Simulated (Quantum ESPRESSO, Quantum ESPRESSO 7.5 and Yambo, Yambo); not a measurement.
# Quasiparticle gap of ZnSe (Stilleite) in Yambo

Aim: the G0W0 gap of ZnSe (Stilleite) on PBE, step by step.

Method: PBE and many-body steps on it, plane waves, in Quantum ESPRESSO 7.5 and Yambo 5.3.0.

**Experimental background.**

- Gap 2.695 ± 0.003 eV: excitonic gap from free-exciton PL, not corrected for exciton binding; photoluminescence; 300 K; bulk crystal (Bridgman-grown crystal, polished and etched) (“Alloy Disordering Effects on the Thermal Conductivity and Energy Gap Temperature Dependence of Cd1−xZnxSe Ternary Crystals Grown by the Bridgman Method”, 2023, pmc:10253836).

This is a report of a sequence of runs, with most program output left out.

## Step 1: Set-up

It takes space group F-43m (No. 216, cubic). The conventional cell has a = 5.668 Å, b = 5.668 Å, c = 5.668 Å, α = 90.00°, β = 90.00°, γ = 90.00°. Nearest to Zn lie 4 Se at 2.45 Å. Nearest to Se lie 4 Zn at 2.45 Å. Farther neighbours and most contacts between anions are not listed.

The cell and positions come from the Crystallography Open Database and are kept as given unless a step says otherwise.

## Step 2: Ground state

This step: Quantum ESPRESSO 7.5; DFT, PBE, plane waves, norm-conserving pseudopotentials.

The ground-state density comes first.

pw.in reads:

```
&control
  calculation = 'scf'
  prefix = 'x'
  outdir = 'o'
  pseudo_dir = 'pseudo'
/
&system
  ibrav = 0
  nat = 2
  ntyp = 2
  ecutwfc = 78.0
  nbnd = 23
  force_symmorphic = .true.
/
&electrons
  conv_thr = 1e-10
  electron_maxstep = 80
  mixing_beta = 0.5
/
ATOMIC_SPECIES
  Zn 65.38 Zn.upf
  Se 78.971 Se.upf
CELL_PARAMETERS angstrom
  -0.0000000000 2.8338000000 2.8338000000
  2.8338000000 -0.0000000000 2.8338000000
  2.8338000000 2.8338000000 0.0000000000
ATOMIC_POSITIONS crystal
  Zn 0.0000000000 0.0000000000 0.0000000000
  Se 0.2500000000 0.2500000000 0.2500000000
K_POINTS automatic
  6 6 6 0 0 0
```

The run is started by

```bash
OMP_NUM_THREADS=1 mpirun -n 4 pw.x -nk 4 -in pw.in > pw.out
```

Run time: 6.3 s. Hardware: 4 MPI ranks of Arm Neoverse V2, shared host; peak memory 0.27 GiB; 25 s of CPU time.

Numbers from this step:

* total energy: -8988.7273 eV
* gap: 1.288 eV
* k of the valence top: 0, 0, 0
* k of the conduction bottom: 0, 0, 0
* least direct gap: 1.288 eV

The gap is direct, at Γ.

## Step 3: Bands along the symmetry lines

Levels along a band path, at the cheap level, show where the edges lie and whether the meshes to come will hold them.

pw.in reads:

```
&control
  calculation = 'bands'
  prefix = 'x'
  outdir = 'o'
  pseudo_dir = 'pseudo'
/
&system
  ibrav = 0
  nat = 2
  ntyp = 2
  ecutwfc = 78.0
  nbnd = 24
  force_symmorphic = .true.
/
&electrons
  conv_thr = 1e-9
  electron_maxstep = 80
  diago_full_acc = .true.
  diago_thr_init = 5e-6
/
ATOMIC_SPECIES
  Zn 65.38 Zn.upf
  Se 78.971 Se.upf
CELL_PARAMETERS angstrom
  -0.0000000000 2.8338000000 2.8338000000
  2.8338000000 -0.0000000000 2.8338000000
  2.8338000000 2.8338000000 0.0000000000
ATOMIC_POSITIONS crystal
  Zn 0.0000000000 0.0000000000 0.0000000000
  Se 0.2500000000 0.2500000000 0.2500000000
K_POINTS crystal
  50
  0.00000000 0.00000000 0.00000000 1
  -0.06250000 -0.06250000 0.00000000 1
  -0.12500000 -0.12500000 0.00000000 1
  -0.18750000 -0.18750000 0.00000000 1
  -0.25000000 -0.25000000 0.00000000 1
  -0.31250000 -0.31250000 0.00000000 1
  -0.37500000 -0.37500000 0.00000000 1
  -0.43750000 -0.43750000 0.00000000 1
  -0.50000000 -0.50000000 0.00000000 1
  -0.48437500 -0.48437500 0.03125000 1
  -0.46875000 -0.46875000 0.06250000 1
  -0.45312500 -0.45312500 0.09375000 1
  -0.43750000 -0.43750000 0.12500000 1
  -0.42187500 -0.42187500 0.15625000 1
  -0.40625000 -0.40625000 0.18750000 1
  -0.39062500 -0.39062500 0.21875000 1
  -0.37500000 -0.37500000 0.25000000 1
  -0.37500000 0.00000000 0.37500000 1
  -0.32812500 0.00000000 0.32812500 1
  -0.28125000 0.00000000 0.28125000 1
  -0.23437500 0.00000000 0.23437500 1
  -0.18750000 0.00000000 0.18750000 1
  -0.14062500 0.00000000 0.14062500 1
  -0.09375000 0.00000000 0.09375000 1
  -0.04687500 0.00000000 0.04687500 1
  0.00000000 0.00000000 0.00000000 1
  0.00000000 0.00000000 0.06250000 1
  0.00000000 0.00000000 0.12500000 1
  0.00000000 0.00000000 0.18750000 1
  0.00000000 0.00000000 0.25000000 1
  0.00000000 0.00000000 0.31250000 1
  0.00000000 0.00000000 0.37500000 1
  0.00000000 0.00000000 0.43750000 1
  0.00000000 0.00000000 0.50000000 1
  -0.06250000 -0.03125000 0.46875000 1
  -0.12500000 -0.06250000 0.43750000 1
  -0.18750000 -0.09375000 0.40625000 1
  -0.25000000 -0.12500000 0.37500000 1
  -0.31250000 -0.15625000 0.34375000 1
  -0.37500000 -0.18750000 0.31250000 1
  -0.43750000 -0.21875000 0.28125000 1
  -0.50000000 -0.25000000 0.25000000 1
  -0.50000000 -0.28125000 0.21875000 1
  -0.50000000 -0.31250000 0.18750000 1
  -0.50000000 -0.34375000 0.15625000 1
  -0.50000000 -0.37500000 0.12500000 1
  -0.50000000 -0.40625000 0.09375000 1
  -0.50000000 -0.43750000 0.06250000 1
  -0.50000000 -0.46875000 0.03125000 1
  -0.50000000 -0.50000000 0.00000000 1
```

Run time: 4.7 s. Hardware: 4 MPI ranks; peak memory 0.23 GiB; 19 s of CPU time.

This step gave:

| Item | Value |
| --- | --- |
| gap | 1.288 eV |
| k of the valence top | 0, 0, 0 |
| k of the conduction bottom | 0, 0, 0 |
| least direct gap | 1.288 eV |

The gap is 1.288 eV, as in the run before at this level.

Electronic bands along the path, in eV, zero at the top of the highest filled band:

```csv
point,band 15,band 16,band 17,band 18,band 19,band 20,band 21,band 22
Γ,-6.17,0.00,0.00,0.00,1.29,5.81,5.81,5.81
halfway,-6.15,-2.88,-1.25,-1.25,3.93,4.03,8.04,8.04
X,-5.99,-4.75,-2.18,-2.18,2.99,3.47,10.73,11.26
halfway,-5.96,-4.73,-2.56,-2.08,3.26,4.06,9.96,10.51
U,-5.91,-4.71,-3.08,-1.79,3.59,5.60,9.05,9.28
jump to K,-5.91,-4.71,-3.08,-1.79,3.59,5.60,9.05,9.28
halfway,-6.15,-3.33,-1.73,-0.49,3.79,5.97,6.67,6.69
Γ,-6.17,0.00,0.00,0.00,1.29,5.81,5.81,5.81
halfway,-6.17,-3.04,-0.48,-0.48,2.75,6.45,6.45,6.57
L,-6.01,-5.22,-0.87,-0.87,2.55,6.39,6.39,8.57
halfway,-5.96,-4.89,-2.40,-1.46,4.23,5.56,7.42,8.67
W,-5.87,-4.68,-2.76,-2.66,5.48,5.56,6.97,7.72
halfway,-5.93,-4.72,-2.48,-2.43,3.88,4.29,9.22,9.31
X,-5.99,-4.75,-2.18,-2.18,2.99,3.47,10.73,11.26
```

## Step 4: Empty states on the mesh, 4×4×4 mesh, 137 bands

The sums over transitions need many empty states on a uniform mesh; this step solves for them.

pw.in reads:

```
&control
  calculation = 'nscf'
  prefix = 'x'
  outdir = 'o'
  pseudo_dir = 'pseudo'
/
&system
  ibrav = 0
  nat = 2
  ntyp = 2
  ecutwfc = 78.0
  nbnd = 137
  force_symmorphic = .true.
/
&electrons
  conv_thr = 1e-9
  electron_maxstep = 80
  diago_full_acc = .true.
  diago_thr_init = 5e-6
/
ATOMIC_SPECIES
  Zn 65.38 Zn.upf
  Se 78.971 Se.upf
CELL_PARAMETERS angstrom
  -0.0000000000 2.8338000000 2.8338000000
  2.8338000000 -0.0000000000 2.8338000000
  2.8338000000 2.8338000000 0.0000000000
ATOMIC_POSITIONS crystal
  Zn 0.0000000000 0.0000000000 0.0000000000
  Se 0.2500000000 0.2500000000 0.2500000000
K_POINTS automatic
  4 4 4 0 0 0
```

The job ended after 7.4 s (4 MPI ranks; peak memory 0.37 GiB).

Numbers from this step:

- gap: 1.288 eV
- k of the valence top: 0, 0, 0
- k of the conduction bottom: 0, 0, 0
- least direct gap: 1.288 eV
- k points computed: 8
- lowest point of the top converged band, above the valence top: 98.7874 eV

On this mesh the gap is 1.288 eV.

## Step 5: Conversion and set-up

This step: Yambo 5.3.0; conversion and set-up on PBE, plane waves, norm-conserving pseudopotentials.

The states are converted to the many-body program's format and the q mesh is built.

The run is started by

```bash
(cd o/x.save; p2y > p2y.log; mv SAVE ../..); yambo > setup.log
```

Run time: 2.1 s. Hardware: 1 MPI rank; peak memory 0.25 GiB.

## Step 6: Screening and self-energy, 4×4×4 mesh, 137 bands, screening to 142.9 eV

Now the one-shot GW correction: screening in the RPA, then the self-energy of the levels asked for.

This step: G0W0 on PBE, plane waves, norm-conserving pseudopotentials.

gw1.in reads:

```
HF_and_locXC
gw0
dyson
ppa
em1d
rim_cut
RandQpts= 1000000
RandGvec= 1 RL
EXXRLvcs= 78 Ry
VXCRLvcs= 312 Ry
Chimod= "HARTREE"
% BndsRnXp
 1 | 137 |
%
NGsBlkXp= 10.5 Ry
% LongDrXp
 1 | 1 | 1 |
%
% GbndRnge
 1 | 137 |
%
DysSolver= "n"
ExtendOut
PPAPntXp= 27.21138 eV
% QPkrange
 1 | 1 | 17 | 20 |
%
```

The run is started by

```bash
OMP_NUM_THREADS=1 mpirun -n 4 yambo -F gw1.in -J gw1 -C gw1 > gw1.log
```

Wall time 64 s (4 MPI ranks); peak memory 1.6 GiB; 4.2 min of CPU time.

This step gave:

| Property | Result |
| --- | --- |
| G0W0 gap on the points computed | 2.555 eV |
| starting gap on the mesh | 1.288 eV |
| k of the valence top | 0, 0, 0 |
| k of the conduction bottom | 0, 0, 0 |
| least direct G0W0 gap on the computed points | 2.555 eV |
| Z at the valence top | 0.7969 |
| Z at the conduction bottom | 0.8130 |

The gap on the mesh goes from 1.29 eV to 2.55 eV, a correction of +1.27 eV.

Limits: finite bands, cutoff and mesh; exchange with frozen shells missing; no spin-orbit coupling; coarse k mesh. v1 is the top filled band, c1 the lowest empty one. Levels before and after the correction, in eV, zero at the valence-band top of each column:

```csv
,conduction bottom,valence top
Kohn-Sham,1.29,0.00
G0W0,2.55,0.00
```

```csv
,level,energy (eV)
Kohn-Sham,Γ v2-v1,0.000
Kohn-Sham,Γ c1,1.288
Kohn-Sham,Γ c2,5.815
G0W0,Γ v2-v1,0.000
G0W0,Γ c1,2.555
G0W0,Γ c2,7.510
```

## Step 7: Where the time went

Times are wall times on the hardware named with each run, good to a factor of about two.

```csv
step,time,share,memory (GiB)
ground state,6.3 s,7 %,0.27
bands along the symmetry lines,4.7 s,6 %,0.23
empty states on the mesh,7.4 s,9 %,0.37
conversion and set-up,2.1 s,3 %,0.25
screening and self-energy,64 s,76 %,1.6
```

## Step 8: What came out

```
PBE gap              : 1.29 eV, direct
G0W0 gap on the mesh : 2.55 eV
GW settings          : 4×4×4 mesh, 137 bands, screening to 142.9 eV, Godby-Needs plasmon pole
known limits         : not at the basis limit; exchange with frozen shells missing; no spin-orbit coupling; coarse k mesh
```

**Reading.** G0W0 moves the gap on the mesh from 1.29 eV to 2.55 eV (+1.27 eV), with Z of 0.80 and 0.81 at the edges. Only 1 of the mesh's irreducible points was corrected, so a valley elsewhere could overtake. The dearest step here is «screening and self-energy». Against experiment, by G0W0@PBE: the direct gap of 2.55 eV lies −0.14 eV from the measured 2.695 ± 0.003 eV (exciton, 300 K, 2023). An exciton line or allowed optical edge lies below the quasiparticle gap by the binding energy; a forbidden edge can push the onset above it. The calculation has static nuclei and no excitons; a measured gap holds zero-point and thermal motion, which mostly lowers it. Bands and cutoff are finite, so the gap is not at the basis limit. The miss can reach some tenths of an eV and take either sign; the mesh is an error of its own. In the G0W0 run levels were corrected at 1 k point alone, so a gap called «on the mesh» is the least over those, and an edge elsewhere would be missed. The 4×4×4 mesh is coarse for this cell, which bears on the long-range parts of exchange and screening. The norm-conserving file of at least one element keeps a d shell over frozen s and p shells of the same row. Exchange with those shells is missing from the self-energy, an error of 0.3 to 0.9 eV in cases checked, whose sign depends on which edge lies on those atoms. The many-body steps are scalar-relativistic: spin-orbit coupling is not in them.

[Paths, hosts, dates, memory and timing lines, banners, echoed tables and standing remarks are left out of the program output.]

[Logs are printed without paths, hosts, clocks, repeated set-up lines and the standing remarks that a program may print on its own settings, such as how far it seeks lower states.]

[Runs of the session that timed out or met a known fault of the program may be left out.]

[Hosts, paths, dates, database ids (printed as entryN), source tags and the programs' standing remarks are cut or masked in the printed files.]
